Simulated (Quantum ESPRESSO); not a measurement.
Runs of Quantum ESPRESSO 7.5 on Bi. It takes space group Im-3m (No. 229, cubic). Conventional cell: a = 3.963 Å, b = 3.963 Å, c = 3.963 Å, α = 90.00°, β = 90.00°, γ = 90.00°. Bi (site symmetry m-3m) has 8 Bi at 3.43 Å as nearest neighbours. This isn't the form of Bi at room conditions, which is rhombohedral.

```csv
task,level,potentials or basis,cell,k mesh,SCF threshold,most ionic steps,forc conv thr,etot conv thr,ion dynamics,gap on the mesh (eV),pressure (GPa)
relaxation of cell and atoms,PBEsol+D3,PseudoDojo 0.4.1 SR PBEsol standard,relaxed to 0.3 kbar,9 × 9 × 9,2e-10 Ry,40,0.0004 Ry/bohr,1e-05 Ry,bfgs,none,0.0
band structure,WC,SG15 PBE 1.2,as given,9 × 9 × 9,2e-10 Ry,-,-,-,-,none,-1.7
relaxation of cell and atoms,PBEsol,PseudoDojo 0.4.1 SR PBEsol standard,relaxed to 0.3 kbar,9 × 9 × 9,2e-10 Ry,40,0.0004 Ry/bohr,1e-05 Ry,bfgs,none,0.0
band structure,RPBE,SG15 PBE 1.2,as given,9 × 9 × 9,2e-10 Ry,-,-,-,-,none,2.3
band structure,SCAN,SG15 PBE 1.2,as given,7 × 7 × 7,1e-08 Ry,-,-,-,-,none,-0.6
band structure,rPW86PBE+rVV10,SG15 PBE 1.2,as given,9 × 9 × 9,2e-10 Ry,-,-,-,-,none,2.4
relaxation of cell and atoms,PBEsol+rVV10,PseudoDojo 0.4.1 SR PBEsol standard,relaxed to 0.3 kbar,9 × 9 × 9,2e-10 Ry,40,0.0004 Ry/bohr,1e-05 Ry,bfgs,none,0.0
band structure,LDA,SG15 PBE 1.2,as given,9 × 9 × 9,2e-10 Ry,-,-,-,-,none,(a)
band structure,vdW-DF-cx,SG15 PBE 1.2,as given,9 × 9 × 9,2e-10 Ry,-,-,-,-,none,-1.5
relaxation of cell and atoms,PBEsol+D3(BJ),PseudoDojo 0.4.1 SR PBEsol standard,relaxed to 0.3 kbar,9 × 9 × 9,2e-10 Ry,40,0.0004 Ry/bohr,1e-05 Ry,bfgs,none,0.0
band structure,AM05,SG15 PBE 1.2,as given,9 × 9 × 9,2e-10 Ry,-,-,-,-,none,-1.8
band structure,r2SCAN,SG15 PBE 1.2,as given,7 × 7 × 7,1e-08 Ry,-,-,-,-,none,(b)
```

Alike in all rows: no spin polarisation; cutoff (eV) 898; smearing fermi-dirac 0.05 eV.

Task: Fill in the values left out.

Result: (a) -3.2; (b) -0.4.

Caveats: spin-orbit coupling is left out, which moves the levels of the heavy elements; the potentials were made for another functional, which shifts forces and pressure (some runs); pairwise dispersion overbinds metals, which lowers pressure and volume (some runs); rVV10's parameter b was fitted to another functional (some runs).

A k mesh can miss the band edges, and the runs leave out spin-orbit coupling on Bi.

A gap of «none» marks a metal or a gap under the smearing width.

Runs at the PBE level aren't shown here.
